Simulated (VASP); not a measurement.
# GeSb2Te4 (Fd-3m) in VASP: single point with r2SCAN

Aim: the single point of GeSb2Te4 with r2SCAN.

Program: VASP 6.6.1. These are calculated values, not measurements. Logs are shortened: lines on timing, memory, paths and dates and some standing lists are left out, and cuts for length are marked.

### Step 1. The structure

The structure is cubic, space group Fd-3m (No. 227). The conventional cell has a = 12.707 Å, b = 12.707 Å, c = 12.707 Å, α = 90.00°, β = 90.00°, γ = 90.00°. Ge (site symmetry -43m) is surrounded by 4 Te at 2.88 Å. Sb (site symmetry -3m) is surrounded by 6 Te at 3.11 Å. Te (site symmetry 3m) has 1 Ge at 2.88 Å and 3 Sb at 3.11 Å as nearest neighbours.

The cell was built by a generator and needn't be a form met in nature.

### Step 2. Single point, r2SCAN

INCAR

```
SYSTEM = GeSb2Te4
  PREC = Accurate
  ENCUT = 520
  EDIFF = 1E-6
  ISMEAR = 0
  SIGMA = 0.1
  LREAL = .FALSE.
  LASPH = .TRUE.
  NELM = 150
  ALGO = Normal
  ISIF = 2
  LWAVE = .FALSE.
  LCHARG = .FALSE.
  METAGGA = R2SCAN
  LMIXTAU = .TRUE.
  KPAR = 4
```

KPOINTS

```
Automatic mesh
0
G
  4 4 4
  0 0 0
```

POSCAR

```
GeSb2Te4
1.0
    0.0000000000      6.3533700000      6.3533700000
    6.3533700000      0.0000000000      6.3533700000
    6.3533700000      6.3533700000      0.0000000000
Ge Sb Te
2 4 8
Direct
    0.2500000000      0.2500000000      0.2500000000
    0.0000000000      0.0000000000      0.0000000000
    0.6250000000      0.6250000000      0.6250000000
    0.1250000000      0.6250000000      0.6250000000
    0.6250000000      0.1250000000      0.6250000000
    0.6250000000      0.6250000000      0.1250000000
    0.3807390000      0.8577820000      0.3807390000
    0.3807390000      0.3807390000      0.3807390000
    0.3807390000      0.3807390000      0.8577820000
    0.8577820000      0.3807390000      0.3807390000
    0.3922180000      0.8692610000      0.8692610000
    0.8692610000      0.3922180000      0.8692610000
    0.8692610000      0.8692610000      0.3922180000
    0.8692610000      0.8692610000      0.8692610000
```

Potentials or basis: VASP PAW PBE potentials, release 64 (Ge_d, Sb, Te).

Launch:

```sh
$ cat potpaw_PBE.64/Ge_d/POTCAR potpaw_PBE.64/Sb/POTCAR potpaw_PBE.64/Te/POTCAR > POTCAR
$ mpirun -np 4 vasp_std > vasp.out
```

OUTCAR:

```text
SYSTEM = GeSb2Te4
   PREC = Accurate
   ENCUT = 520
   EDIFF = 1E-6
   ISMEAR = 0
   LREAL = .FALSE.
   LASPH = .TRUE.
   NELM = 150
   ISIF = 2
   METAGGA = R2SCAN

 ion  position               nearest neighbor table
   1  0.250  0.250  0.250-   8 2.88   7 2.88   9 2.88  10 2.88
   2  0.000  0.000  0.000-  14 2.88  12 2.88  13 2.88  11 2.88
   3  0.625  0.625  0.625-   7 3.11  10 3.11  11 3.11  12 3.11   9 3.11  13 3.11
   4  0.125  0.625  0.625-   7 3.11   9 3.11  12 3.11  13 3.11   8 3.11  14 3.11
   5  0.625  0.125  0.625-   9 3.11  10 3.11  11 3.11  13 3.11   8 3.11  14 3.11
   6  0.625  0.625  0.125-   7 3.11  10 3.11  11 3.11  12 3.11   8 3.11  14 3.11
   7  0.381  0.858  0.381-   1 2.88   4 3.11   6 3.11   3 3.11
   8  0.381  0.381  0.381-   1 2.88   4 3.11   5 3.11   6 3.11
   9  0.381  0.381  0.858-   1 2.88   4 3.11   5 3.11   3 3.11
  10  0.858  0.381  0.381-   1 2.88   5 3.11   6 3.11   3 3.11
  11  0.392  0.869  0.869-   2 2.88   5 3.11   6 3.11   3 3.11
  12  0.869  0.392  0.869-   2 2.88   4 3.11   6 3.11   3 3.11
  13  0.869  0.869  0.392-   2 2.88   4 3.11   5 3.11   3 3.11
  14  0.869  0.869  0.869-   2 2.88   4 3.11   5 3.11   6 3.11

  LATTYP: Found a face centered cubic cell.
 ALAT       =    12.7067400000

  Lattice vectors:

 A1 = (   0.0000000000,   6.3533700000,   6.3533700000)
 A2 = (   6.3533700000,   0.0000000000,   6.3533700000)
 A3 = (   6.3533700000,   6.3533700000,   0.0000000000)

Analysis of symmetry for initial positions (statically):
=====================================================================
 Subroutine PRICEL returns:
 Original cell was already a primitive cell.

 Routine SETGRP: Setting up the symmetry group for a
 face centered cubic supercell.

 Subroutine GETGRP returns: Found 48 space group operations
 (whereof 24 operations were pure point group operations)
 out of a pool of 48 trial point group operations.

The static configuration has the point symmetry T_d .
 The point group associated with its full space group is O_h .

Analysis of symmetry for dynamics (positions and initial velocities):
=====================================================================
 Subroutine PRICEL returns:
 Original cell was already a primitive cell.

 Routine SETGRP: Setting up the symmetry group for a
 face centered cubic supercell.

 Subroutine GETGRP returns: Found 48 space group operations
 (whereof 24 operations were pure point group operations)
 out of a pool of 48 trial point group operations.

The dynamic configuration has the point symmetry T_d .
 The point group associated with its full space group is O_h .

 Subroutine INISYM returns: Found 48 space group operations
 (whereof 24 operations are pure point group operations),
 and found     1 'primitive' translations

----------------------------------------------------------------------------------------

                                     Primitive cell

  volume of cell :     512.9115

  direct lattice vectors                    reciprocal lattice vectors
     0.000000000  6.353370000  6.353370000    -0.078698392  0.078698392  0.078698392
     6.353370000  0.000000000  6.353370000     0.078698392 -0.078698392  0.078698392
     6.353370000  6.353370000  0.000000000     0.078698392  0.078698392 -0.078698392

  length of vectors
     8.985022021  8.985022021  8.985022021     0.136309613  0.136309613  0.136309613

  position of ions in fractional coordinates (direct lattice)
     0.250000000  0.250000000  0.250000000
     0.000000000  0.000000000  0.000000000
     0.625000000  0.625000000  0.625000000
     0.125000000  0.625000000  0.625000000
     0.625000000  0.125000000  0.625000000
     0.625000000  0.625000000  0.125000000
     0.380739000  0.857782000  0.380739000
     0.380739000  0.380739000  0.380739000
     0.380739000  0.380739000  0.857782000
     0.857782000  0.380739000  0.380739000
     0.392218000  0.869261000  0.869261000
     0.869261000  0.392218000  0.869261000
     0.869261000  0.869261000  0.392218000
     0.869261000  0.869261000  0.869261000

  ion indices of the primitive-cell ions
   primitive index   ion index
                 1           1
                 2           2
                 3           3
                 4           4
                 5           5
                 6           6
                 7           7
                 8           8
                 9           9
                10          10
                11          11
                12          12
                13          13
                14          14

----------------------------------------------------------------------------------------

 KPOINTS: Automatic mesh

Automatic generation of k-mesh.
 Grid dimensions read from file:
 generate k-points for:    4    4    4

 Generating k-lattice:

  Cartesian coordinates                     Fractional coordinates (reciprocal lattice)
    -0.019674598  0.019674598  0.019674598     0.250000000  0.000000000  0.000000000
     0.019674598 -0.019674598  0.019674598     0.000000000  0.250000000  0.000000000
     0.019674598  0.019674598 -0.019674598     0.000000000  0.000000000  0.250000000

  Length of vectors
     0.034077403  0.034077403  0.034077403

  Shift w.r.t. Gamma in fractional coordinates (k-lattice)
     0.000000000  0.000000000  0.000000000

 Subroutine IBZKPT returns following result:
 ===========================================

 Found      8 irreducible k-points:

 Following reciprocal coordinates:
            Coordinates               Weight
  0.000000  0.000000  0.000000      1.000000
  0.250000  0.000000  0.000000      8.000000
  0.500000  0.000000  0.000000      4.000000
  0.250000  0.250000  0.000000      6.000000
  0.500000  0.250000  0.000000     24.000000
 -0.250000  0.250000  0.000000     12.000000
  0.500000  0.500000  0.000000      3.000000
 -0.250000  0.500000  0.250000      6.000000
   k-points           NKPTS =      8   k-points in BZ     NKDIM =      8   number of bands    NBANDS=     57
   number of dos      NEDOS =    301   number of ions     NIONS =     14
   total plane-waves  NPLWV = 343000
   dimension x,y,z NGX =    70 NGY =   70 NGZ =   70
   dimension x,y,z NGXF=   140 NGYF=  140 NGZF=  140
   ions per type =               2   4   8
   NGX,Y,Z   is equivalent  to a cutoff of  12.95, 12.95, 12.95 a.u.
   NGXF,Y,Z  is equivalent  to a cutoff of  25.90, 25.90, 25.90 a.u.
 SYSTEM =  GeSb2Te4
   PREC   = accura    normal or accurate (medium, high low for compatibility)
   ISTART =      0    job   : 0-new  1-cont  2-samecut
   ICHARG =      2    charge: 1-file 2-atom 10-const
   ISPIN  =      1    spin polarized calculation?
   LNONCOLLINEAR =      F non collinear calculations
   LSORBIT =      F    spin-orbit coupling
   LASPH  =      T    aspherical Exc in radial PAW
   ENCUT  =  520.0 eV  38.22 Ry    6.18 a.u.  16.71 16.71 16.71*2*pi/ulx,y,z
   NELM   =    150;   NELMIN=  2; NELMDL= -5     # of ELM steps
   EDIFF  = 0.1E-05   stopping-criterion for ELM
   LREAL  =      F    real-space projection
   EDIFFG = 0.1E-04   stopping-criterion for IOM
   NSW    =      0    number of steps for IOM
   IBRION =     -1    ionic relax: 0-MD 1-quasi-New 2-CG
   NFREE  =      0    steps in history (QN), initial steepest desc. (CG)
   ISIF   =      2    stress and relaxation
   ISYM   =      2    0-nonsym 1-usesym 2-fastsym
   POTIM  = 0.5000    time-step for ionic-motion
   TEBEG  =    0.0;   TEEND  =   0.0 temperature during run
   PSTRESS=    0.0 pullay stress
   NELECT =      96.0000    total number of electrons
   NUPDOWN=      -1.0000    fix difference up-down
   EMIN   =  10.00;   EMAX   =-10.00  energy-range for DOS
   EFERMI =   0.00;   METHOD = LEGACY
   ISMEAR =     0;   SIGMA  =   0.10  broadening in eV -4-tet -1-fermi 0-gaus
   EFERMI_NEDOS =   21; number of points for ismear=-14 and -15
   IALGO  =     38    algorithm
   IMIX   =      4    mixing-type and parameters
     AMIX     =   0.40;   BMIX     =  1.00
     AMIX_MAG =   1.60;   BMIX_MAG =  1.00
  volume/ion in A,a.u.               =      36.64       247.24
  Fermi-wavevector in a.u.,A,eV,Ry     =   0.936450  1.769633 11.931465  0.876938
  Thomas-Fermi vector in A             =   2.063460
   LORBIT       =      0    0 simple, 1 ext, 2 COOP (PROOUT), +10 PAW based schemes
   METAGGA = R2SCAN    functional components
   LHFCALC =     F    Hartree Fock is set to
   AEXX    =    0.0000 exact exchange contribution
   IVDW    =     0    specifies the selected vdW correction
   LEPSILON=     F    determine dielectric tensor
   LRPA    =     F    only Hartree local field effects (RPA)
 non-spin polarized calculation
 Gauss-broadening in eV      SIGMA  =   0.10
  energy-cutoff  :      520.00
  volume of cell :      512.91
 maximum number of plane-waves:     13888
 NGX is ok and might be reduce to    70
   NGX = 33   NGY = 33   NGZ = 33

 number of electron      95.9999983 magnetization

 Free energy of the ion-electron system (eV)
  ---------------------------------------------------
  ext. energy  EPLUGINS =         0.00000000
  ---------------------------------------------------
  free energy    TOTEN  =      -333.70119891 eV

  energy without entropy =     -333.70119888  energy(sigma->0) =     -333.70119889

 E-fermi :   4.6009     XC(G=0):  -8.9448

 val. band max:        4.2329325838   @ k =  -0.2500   0.5000   0.2500
 cond. band min:       4.9564459348   @ k =   0.0000   0.0000   0.0000
 fundamental gap:      0.7235133511
 Fermi energy:         4.6008922072

 k-point     1 :       0.0000    0.0000    0.0000
  band No.  band energies     occupation
      1     -21.3197      2.00000
      2     -21.3197      2.00000
      3     -21.3197      2.00000
      4     -21.3197      2.00000
      5     -21.3197      2.00000
      6     -21.3197      2.00000
[... 469 lines left out ...]
     56       6.2447      0.00000
     57       6.7342      0.00000

------------------------ aborting loop because EDIFF is reached ----------------------------------------

  FORCE on cell =-STRESS in cart. coord.  units (eV):
  Direction    XX          YY          ZZ          XY          YZ          ZX
  --------------------------------------------------------------------------------------
  -------------------------------------------------------------------------------------
  Total       -2.3374131     -2.3374131     -2.3374131     -0.0000000      0.0000000     -0.0000000
  in kB       -7.3013575     -7.3013575     -7.3013575     -0.0000000      0.0000000     -0.0000000
  external PRESSURE =      -7.3013575 kB  Pullay stress =       0.0000000 kB

 VOLUME and BASIS-vectors are now :
 -----------------------------------------------------------------------------
  energy-cutoff  :      520.00
  volume of cell :      512.91
      direct lattice vectors                 reciprocal lattice vectors
     0.000000000  6.353370000  6.353370000    -0.078698392  0.078698392  0.078698392
     6.353370000  0.000000000  6.353370000     0.078698392 -0.078698392  0.078698392
     6.353370000  6.353370000  0.000000000     0.078698392  0.078698392 -0.078698392

 POSITION                                       TOTAL-FORCE (eV/Angst)
 -----------------------------------------------------------------------------------
      3.17668      3.17668      3.17668        -0.000000     -0.000000     -0.000000
      0.00000      0.00000      0.00000        -0.000000     -0.000000     -0.000000
      7.94171      7.94171      7.94171        -0.000000     -0.000000     -0.000000
      7.94171      4.76503      4.76503        -0.000000     -0.000000     -0.000000
      4.76503      7.94171      4.76503        -0.000000     -0.000000     -0.000000
      4.76503      4.76503      7.94171        -0.000000     -0.000000     -0.000000
      7.86878      4.83795      7.86878         0.007811     -0.007811      0.007811
      4.83795      4.83795      4.83795        -0.007811     -0.007811     -0.007811
      7.86878      7.86878      4.83795         0.007811      0.007811     -0.007811
      4.83795      7.86878      7.86878        -0.007811      0.007811      0.007811
     11.04547      8.01464      8.01464         0.007811     -0.007811     -0.007811
      8.01464     11.04547      8.01464        -0.007811      0.007811     -0.007811
      8.01464      8.01464     11.04547        -0.007811     -0.007811      0.007811
     11.04547     11.04547     11.04547         0.007811      0.007811      0.007811
 -----------------------------------------------------------------------------------
    total drift:                                0.000000      0.000000      0.000000

  FREE ENERGIE OF THE ION-ELECTRON SYSTEM (eV)
  ---------------------------------------------------
  free  energy   TOTEN  =      -333.7011989068 eV

  energy  without entropy=     -333.7011988790  energy(sigma->0) =     -333.70119889
```

It took 4.3 min on 4 MPI ranks of Intel Xeon 6975P-C (Granite Rapids), shared host; peak memory 0.92 GiB.

What came out:

* Free energy: -333.7012 eV
* Pressure: -0.7 GPa
* Largest force: 0.014 eV/Å
* Band gap on the k mesh: 0.72 eV, indirect (least direct gap 0.95 eV)

Forces on the atoms (eV/Å):
```
Ge   0.000  0.000  0.000
Ge   0.000  0.000  0.000
Sb   0.000  0.000  0.000
Sb   0.000  0.000  0.000
Sb   0.000  0.000  0.000
Sb   0.000  0.000  0.000
Te   0.008 -0.008  0.008
Te  -0.008 -0.008 -0.008
Te   0.008  0.008 -0.008
Te  -0.008  0.008  0.008
Te   0.008 -0.008 -0.008
Te  -0.008  0.008 -0.008
Te  -0.008 -0.008  0.008
Te   0.008  0.008  0.008
```

Levels at points of the mesh, in eV from the valence-band top:
| k point | band 44 | band 45 | band 46 | band 47 | band 48 | band 49 | band 50 | band 51 | band 52 | band 53 |
| --- | --- | --- | --- | --- | --- | --- | --- | --- | --- | --- |
| (0.00, 0.00, 0.00) | -1.23 | -1.06 | -1.06 | -1.06 | -0.43 | 0.72 | 0.72 | 0.72 | 1.29 | 1.29 |
| (0.50, 0.00, 0.00) | -1.16 | -0.89 | -0.89 | -0.54 | -0.43 | 0.74 | 0.74 | 1.57 | 1.69 | 1.84 |
| (0.50, 0.50, 0.00) | -0.97 | -0.42 | -0.42 | -0.26 | -0.26 | 1.18 | 1.18 | 1.66 | 1.66 | 1.67 |

Caveat: the PAW data sets were made with another functional, which shifts forces and pressure a little; spin-orbit coupling is left out, which moves the levels of the heavy elements. A k mesh can miss the band edges.
